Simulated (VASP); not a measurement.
# Mg (Pm-3m) in VASP: further runs

One crystal, Mg, is run at these levels: revPBE; tasks: single point.

All numbers are computed with VASP 6.6.1; they aren't measurements. Logs are shortened: lines on timing, memory, paths and dates and some standing lists are left out, and cuts for length are marked.

## (1) The crystal as given

Symmetry: Pm-3m, No. 221, cubic system. The conventional cell has a = 3.127 Å, b = 3.127 Å, c = 3.127 Å, α = 90.00°, β = 90.00°, γ = 90.00°. Mg (site symmetry m-3m) is surrounded by 6 Mg at 3.13 Å.

This isn't the form of Mg at room conditions, which is hcp.

## (2) Single point, revPBE

INCAR

```
SYSTEM = Mg
ALGO = Fast
EDIFF = 1E-6
ENCUT = 520
GGA = RE
ISIF = 2
ISMEAR = -1
LASPH = .True.
LCHARG = .False.
LREAL = .False.
LWAVE = .False.
NBANDS = 7
NELM = 80
PREC = Accurate
SIGMA = 0.1
```

KPOINTS

```
k-points
0
Gamma
  12 12 12
  0 0 0
```

POSCAR

```
Mg
1.0
    3.1271801723      0.0000000000      0.0000000000
    0.0000000000      3.1271801723      0.0000000000
    0.0000000000      0.0000000000      3.1271801723
Mg
1
Direct
    0.0000000000      0.0000000000      0.0000000000
```

Potentials or basis: VASP PAW PBE potentials, release 64 (Mg).

On the command line:

```sh
> cat potpaw_PBE.64/Mg/POTCAR > POTCAR
> mpirun -np 1 vasp_std > vasp.out
```

OUTCAR:

```text
SYSTEM = Mg
   EDIFF = 1E-6
   ENCUT = 520
   GGA = RE
   ISIF = 2
   ISMEAR = -1
   LASPH = .True.
   LREAL = .False.
   NELM = 80
   PREC = Accurate

 ion  position               nearest neighbor table
   1  0.000  0.000  0.000-

  LATTYP: Found a simple cubic cell.
 ALAT       =     3.1271801723

  Lattice vectors:

 A1 = (   3.1271801723,   0.0000000000,   0.0000000000)
 A2 = (   0.0000000000,   3.1271801723,   0.0000000000)
 A3 = (   0.0000000000,   0.0000000000,   3.1271801723)

Analysis of symmetry for initial positions (statically):
=====================================================================
 Subroutine PRICEL returns:
 Original cell was already a primitive cell.

 Routine SETGRP: Setting up the symmetry group for a
 simple cubic supercell.

 Subroutine GETGRP returns: Found 48 space group operations
 (whereof 48 operations were pure point group operations)
 out of a pool of 48 trial point group operations.

The static configuration has the point symmetry O_h .

Analysis of symmetry for dynamics (positions and initial velocities):
=====================================================================
 Subroutine PRICEL returns:
 Original cell was already a primitive cell.

 Routine SETGRP: Setting up the symmetry group for a
 simple cubic supercell.

 Subroutine GETGRP returns: Found 48 space group operations
 (whereof 48 operations were pure point group operations)
 out of a pool of 48 trial point group operations.

The dynamic configuration has the point symmetry O_h .

 Subroutine INISYM returns: Found 48 space group operations
 (whereof 48 operations are pure point group operations),
 and found     1 'primitive' translations

----------------------------------------------------------------------------------------

                                     Primitive cell

  volume of cell :      30.5815

  direct lattice vectors                    reciprocal lattice vectors
     3.127180172  0.000000000  0.000000000     0.319776906  0.000000000  0.000000000
     0.000000000  3.127180172  0.000000000     0.000000000  0.319776906  0.000000000
     0.000000000  0.000000000  3.127180172     0.000000000  0.000000000  0.319776906

  length of vectors
     3.127180172  3.127180172  3.127180172     0.319776906  0.319776906  0.319776906

  position of ions in fractional coordinates (direct lattice)
     0.000000000  0.000000000  0.000000000

  ion indices of the primitive-cell ions
   primitive index   ion index
                 1           1

----------------------------------------------------------------------------------------

 KPOINTS: k-points

Automatic generation of k-mesh.
 Grid dimensions read from file:
 generate k-points for:   12   12   12

 Generating k-lattice:

  Cartesian coordinates                     Fractional coordinates (reciprocal lattice)
     0.026648075  0.000000000  0.000000000     0.083333333  0.000000000  0.000000000
     0.000000000  0.026648075  0.000000000     0.000000000  0.083333333  0.000000000
     0.000000000  0.000000000  0.026648075     0.000000000  0.000000000  0.083333333

  Length of vectors
     0.026648075  0.026648075  0.026648075

  Shift w.r.t. Gamma in fractional coordinates (k-lattice)
     0.000000000  0.000000000  0.000000000

 Subroutine IBZKPT returns following result:
 ===========================================

 Found     84 irreducible k-points:

 Following reciprocal coordinates:
            Coordinates               Weight
  0.000000  0.000000  0.000000      1.000000
  0.083333  0.000000  0.000000      6.000000
  0.166667  0.000000  0.000000      6.000000
  0.250000  0.000000  0.000000      6.000000
  0.333333  0.000000  0.000000      6.000000
  0.416667  0.000000  0.000000      6.000000
[... 16 lines left out ...]
  0.333333  0.333333  0.000000     12.000000
  0.416667  0.333333  0.000000     24.000000
 [... further k-points ...]
   k-points           NKPTS =     84   k-points in BZ     NKDIM =     84   number of bands    NBANDS=      7
   number of dos      NEDOS =    301   number of ions     NIONS =      1
   total plane-waves  NPLWV =  13824
   dimension x,y,z NGX =    24 NGY =   24 NGZ =   24
   dimension x,y,z NGXF=    48 NGYF=   48 NGZF=   48
   ions per type =               1
   NGX,Y,Z   is equivalent  to a cutoff of  12.76, 12.76, 12.76 a.u.
   NGXF,Y,Z  is equivalent  to a cutoff of  25.52, 25.52, 25.52 a.u.
 SYSTEM =  Mg
   PREC   = accura    normal or accurate (medium, high low for compatibility)
   ISTART =      0    job   : 0-new  1-cont  2-samecut
   ICHARG =      2    charge: 1-file 2-atom 10-const
   ISPIN  =      1    spin polarized calculation?
   LNONCOLLINEAR =      F non collinear calculations
   LSORBIT =      F    spin-orbit coupling
   LASPH  =      T    aspherical Exc in radial PAW
   ENCUT  =  520.0 eV  38.22 Ry    6.18 a.u.   5.81  5.81  5.81*2*pi/ulx,y,z
   NELM   =     80;   NELMIN=  2; NELMDL= -5     # of ELM steps
   EDIFF  = 0.1E-05   stopping-criterion for ELM
   LREAL  =      F    real-space projection
   EDIFFG = 0.1E-04   stopping-criterion for IOM
   NSW    =      0    number of steps for IOM
   IBRION =     -1    ionic relax: 0-MD 1-quasi-New 2-CG
   NFREE  =      0    steps in history (QN), initial steepest desc. (CG)
   ISIF   =      2    stress and relaxation
   ISYM   =      2    0-nonsym 1-usesym 2-fastsym
   POTIM  = 0.5000    time-step for ionic-motion
   TEBEG  =    0.0;   TEEND  =   0.0 temperature during run
   PSTRESS=    0.0 pullay stress
   NELECT =       2.0000    total number of electrons
   NUPDOWN=      -1.0000    fix difference up-down
   EMIN   =  10.00;   EMAX   =-10.00  energy-range for DOS
   EFERMI =   0.00;   METHOD = LEGACY
   ISMEAR =    -1;   SIGMA  =   0.10  broadening in eV -4-tet -1-fermi 0-gaus
   EFERMI_NEDOS =   21; number of points for ismear=-14 and -15
   IALGO  =     68    algorithm
   IMIX   =      4    mixing-type and parameters
     AMIX     =   0.40;   BMIX     =  1.00
     AMIX_MAG =   1.60;   BMIX_MAG =  1.00
  volume/ion in A,a.u.               =      30.58       206.37
  Fermi-wavevector in a.u.,A,eV,Ry     =   0.659577  1.246419  5.919097  0.435041
  Thomas-Fermi vector in A             =   1.731755
   LORBIT       =      0    0 simple, 1 ext, 2 COOP (PROOUT), +10 PAW based schemes
   GGA     = RE    functional components
   LHFCALC =     F    Hartree Fock is set to
   AEXX    =    0.0000 exact exchange contribution
   IVDW    =     0    specifies the selected vdW correction
   LEPSILON=     F    determine dielectric tensor
   LRPA    =     F    only Hartree local field effects (RPA)
 non-spin polarized calculation
 RMM-DIIS sequential band-by-band and
  energy-cutoff  :      520.00
  volume of cell :       30.58
 maximum number of plane-waves:       840
 NGX is ok and might be reduce to    24
   NGX = 11   NGY = 11   NGZ = 11

 number of electron       2.0000000 magnetization

 Free energy of the ion-electron system (eV)
  ---------------------------------------------------
  ext. energy  EPLUGINS =         0.00000000
  ---------------------------------------------------
  free energy    TOTEN  =        -0.97597331 eV

  energy without entropy =       -0.95892997  energy(sigma->0) =       -0.96745164

 E-fermi :   1.2723     XC(G=0):  -7.5417

 val. band max:        1.2524926278   @ k =   0.5000   0.3333   0.0833
 cond. band min:       1.3616087698   @ k =   0.5000   0.2500   0.2500
 fundamental gap:      0.1091161420
 Fermi energy:         1.2722810753

 k-point     1 :       0.0000    0.0000    0.0000
  band No.  band energies     occupation
      1      -4.4629      2.00000
      2       9.0668      0.00000
      3       9.0668      0.00000
      4      10.1232      0.00000
      5      10.1232      0.00000
      6      10.1232      0.00000
      7      14.1763      0.00000

 k-point     2 :       0.0833    0.0000    0.0000
  band No.  band energies     occupation
      1      -4.3565      2.00000
      2       7.5866      0.00000
      3       9.1606      0.00000
      4      10.2143      0.00000
      5      10.2143      0.00000
      6      11.3002      0.00000
      7      14.7314      0.00000

 k-point     3 :       0.1667    0.0000    0.0000
  band No.  band energies     occupation
      1      -4.0382      2.00000
      2       5.6803      0.00000
      3       9.4380      0.00000
      4      10.4876      0.00000
      5      10.4876      0.00000
      6      12.3283      0.00000
      7      16.3384      0.00000

 k-point     4 :       0.2500    0.0000    0.0000
  band No.  band energies     occupation
      1      -3.5101      2.00000
      2       3.8568      0.00000
      3       9.8834      0.00000
      4      10.9433      0.00000
      5      10.9433      0.00000
      6      13.1026      0.00000
      7      17.5789      0.00000

 k-point     5 :       0.3333    0.0000    0.0000
  band No.  band energies     occupation
      1      -2.7769      2.00000
      2       2.1796      0.00023
      3      10.4546      0.00000
      4      11.5804      0.00000
      5      11.5804      0.00000
      6      13.8722      0.00000
      7      16.0315      0.00000
[... 161 lines left out ...]
 k-point    22 :       0.5000    0.2500    0.0000
  band No.  band energies     occupation
      1       0.0002      1.99999
      2       0.4784      1.99929
      3       7.1269      0.00000
      4       7.9545      0.00000
      5      13.9111      0.00000
      6      14.5321      0.00000
      7      15.2290      0.00000

 k-point    23 :       0.3333    0.3333    0.0000
  band No.  band energies     occupation
      1      -1.1097      2.00000
      2       3.3297      0.00000
      3       4.3254      0.00000
      4       8.6307      0.00000
      5      13.0075      0.00000
      6      14.3694      0.00000
      7      16.8206      0.00000

 k-point    24 :       0.4167    0.3333    0.0000
  band No.  band energies     occupation
      1      -0.1921      2.00000
      2       2.2355      0.00013
      3       4.8027      0.00000
      4       7.2194      0.00000
      5      13.7888      0.00000
      6      15.2500      0.00000
      7      15.9416      0.00000

 [... further k-points ...]

------------------------ aborting loop because EDIFF is reached ----------------------------------------

  FORCE on cell =-STRESS in cart. coord.  units (eV):
  Direction    XX          YY          ZZ          XY          YZ          ZX
  --------------------------------------------------------------------------------------
  -------------------------------------------------------------------------------------
  Total       -0.2824674     -0.2824674     -0.2824674      0.0000000      0.0000000      0.0000000
  in kB      -14.7985849    -14.7985849    -14.7985849      0.0000000      0.0000000      0.0000000
  external PRESSURE =     -14.7985849 kB  Pullay stress =       0.0000000 kB

 VOLUME and BASIS-vectors are now :
 -----------------------------------------------------------------------------
  energy-cutoff  :      520.00
  volume of cell :       30.58
      direct lattice vectors                 reciprocal lattice vectors
     3.127180172  0.000000000  0.000000000     0.319776906  0.000000000  0.000000000
     0.000000000  3.127180172  0.000000000     0.000000000  0.319776906  0.000000000
     0.000000000  0.000000000  3.127180172     0.000000000  0.000000000  0.319776906

 POSITION                                       TOTAL-FORCE (eV/Angst)
 -----------------------------------------------------------------------------------
      0.00000      0.00000      0.00000         0.000000      0.000000      0.000000
 -----------------------------------------------------------------------------------
    total drift:                               -0.000000      0.000000      0.000000

  FREE ENERGIE OF THE ION-ELECTRON SYSTEM (eV)
  ---------------------------------------------------
  free  energy   TOTEN  =        -0.9759733084 eV

  energy  without entropy=       -0.9589299678  energy(sigma->0) =       -0.96745164
```

Wall time 5.5 s (1 thread of Intel Xeon Platinum 8488C (Sapphire Rapids), shared host); peak memory 0.14 GiB.

What came out:

| Quantity | Value |
| --- | --- |
| Free energy | -0.9760 eV |
| Pressure | -1.5 GPa |
| Band gap on the k mesh | none (metal or under the smearing width) |

Levels at points of the mesh, in eV from the Fermi level:
```csv
k point,band 1,band 2,band 3,band 4,band 5,band 6
"(0.00, 0.00, 0.00)",-5.74,7.79,7.79,8.85,8.85,8.85
"(0.50, 0.00, 0.00)",-2.23,-1.68,10.04,11.90,11.90,12.43
"(0.50, 0.50, 0.00)",1.28,1.28,1.75,2.77,14.73,14.73
"(0.50, 0.50, 0.50)",4.19,4.19,4.19,5.56,5.56,5.56
```

Caveat: the PAW data sets were made with another functional, which shifts forces and pressure a little.

## (3) Single point, revPBE

This run uses another cell than the first one, of 27.18 Å³/atom, 0.889 times its volume.

INCAR

```
SYSTEM = Mg
PREC = Accurate ; ENCUT = 520
EDIFF = 1E-6 ; ISMEAR = -1
SIGMA = 0.1 ; LREAL = .FALSE.
LASPH = .TRUE. ; NELM = 100
ALGO = Normal ; ISIF = 2
LWAVE = .FALSE. ; LCHARG = .FALSE.
GGA = RE ; NBANDS = 7
```

KPOINTS

```
regular mesh
0
G
  12 12 12
  0 0 0
```

POSCAR

```
Mg
1.0
    3.0067828399      0.0000000000      0.0000000000
    0.0000000000      3.0067828399      0.0000000000
    0.0000000000      0.0000000000      3.0067828399
Mg
1
Direct
    0.0000000000      0.0000000000      0.0000000000
```

Potentials or basis: VASP PAW PBE potentials, release 64 (Mg).

On the command line:

```sh
> cat potpaw_PBE.64/Mg/POTCAR > POTCAR
> mpirun -np 1 vasp_std > vasp.out
```

OUTCAR:

```text
SYSTEM = Mg
   PREC = Accurate
   ENCUT = 520
   EDIFF = 1E-6
   ISMEAR = -1
   LREAL = .FALSE.
   LASPH = .TRUE.
   NELM = 100
   ISIF = 2
   GGA = RE

 ion  position               nearest neighbor table
   1  0.000  0.000  0.000-

  LATTYP: Found a simple cubic cell.
 ALAT       =     3.0067828399

  Lattice vectors:

 A1 = (   3.0067828399,   0.0000000000,   0.0000000000)
 A2 = (   0.0000000000,   3.0067828399,   0.0000000000)
 A3 = (   0.0000000000,   0.0000000000,   3.0067828399)

[... 417 lines left out ...]
      6      16.8594      0.00000
      7      17.5034      0.00000

 [... further k-points ...]

------------------------ aborting loop because EDIFF is reached ----------------------------------------

  FORCE on cell =-STRESS in cart. coord.  units (eV):
  Direction    XX          YY          ZZ          XY          YZ          ZX
  --------------------------------------------------------------------------------------
  -------------------------------------------------------------------------------------
  Total        0.1554300      0.1554300      0.1554300      0.0000000     -0.0000000      0.0000000
  in kB        9.1609236      9.1609236      9.1609236      0.0000000     -0.0000000      0.0000000
  external PRESSURE =       9.1609236 kB  Pullay stress =       0.0000000 kB

 VOLUME and BASIS-vectors are now :
 -----------------------------------------------------------------------------
  energy-cutoff  :      520.00
  volume of cell :       27.18
      direct lattice vectors                 reciprocal lattice vectors
     3.006782840  0.000000000  0.000000000     0.332581385  0.000000000  0.000000000
     0.000000000  3.006782840  0.000000000     0.000000000  0.332581385  0.000000000
     0.000000000  0.000000000  3.006782840     0.000000000  0.000000000  0.332581385

 POSITION                                       TOTAL-FORCE (eV/Angst)
 -----------------------------------------------------------------------------------
      0.00000      0.00000      0.00000         0.000000      0.000000      0.000000
 -----------------------------------------------------------------------------------
    total drift:                                0.000000      0.000000      0.000000

  FREE ENERGIE OF THE ION-ELECTRON SYSTEM (eV)
  ---------------------------------------------------
  free  energy   TOTEN  =        -0.9843907851 eV

  energy  without entropy=       -0.9680182440  energy(sigma->0) =       -0.97620451
```

It took 4.8 s on 1 thread of Intel Xeon Platinum 8488C (Sapphire Rapids), shared host; peak memory 0.14 GiB.

What came out:

```
Free energy            : -0.9844 eV
Pressure               : 0.9 GPa
Band gap on the k mesh : none (metal or under the smearing width)
```

Levels at points of the mesh, in eV from the Fermi level:
| k point | band 1 | band 2 | band 3 | band 4 | band 5 |
| --- | --- | --- | --- | --- | --- |
| (0.00, 0.00, 0.00) | -6.17 | 8.20 | 8.20 | 9.65 | 9.65 |
| (0.50, 0.00, 0.00) | -2.26 | -1.92 | 10.66 | 13.11 | 13.11 |
| (0.50, 0.50, 0.00) | 1.38 | 1.38 | 2.21 | 2.71 | 15.72 |
| (0.50, 0.50, 0.50) | 4.65 | 4.65 | 4.65 | 5.75 | 5.75 |

Caveat: the PAW data sets were made with another functional, which shifts forces and pressure a little.
